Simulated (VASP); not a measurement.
A run of VASP 6.6.1 is set up as follows.

The input INCAR:

```
PREC = Accurate ; ENCUT = 600
EDIFF = 1E-7 ; ISMEAR = 1
SIGMA = 0.1 ; LREAL = F
LASPH = T ; NELM = 80
ALGO = Normal ; ISIF = 3
LWAVE = F ; LCHARG = F
GGA = CA ; IBRION = 2
NSW = 90 ; EDIFFG = -0.005
PSTRESS = 220.0
```

File KPOINTS:

```
regular mesh
0
Gamma
  16 16 16
```

The input POSCAR:

```
Mo                                      
1.0
   -1.5235723706      1.5235723706      1.5235723706
    1.5235723706     -1.5235723706      1.5235723706
    1.5235723706      1.5235723706     -1.5235723706
  Mo            
     1
Direct
     0.0000000000000000    0.0000000000000000    0.0000000000000000
```

Potentials or basis: VASP PAW LDA potentials, release 64 (Mo_sv).

Run with:

```bash
$ cat potpaw_LDA.64/Mo_sv/POTCAR > POTCAR
$ mpirun -np 1 vasp_std > vasp.out
```

Question: What does it give for the band gap on the k mesh?

Answer: None (metal or under the smearing width).

Final structure:
```
Mo
1.0
    -1.52357    1.52357    1.52357
     1.52357   -1.52357    1.52357
     1.52357    1.52357   -1.52357
Mo
1
Direct
  0.00000 0.00000 0.00000
```

Caveat: the relaxation stopped at its first step, so nothing moved.
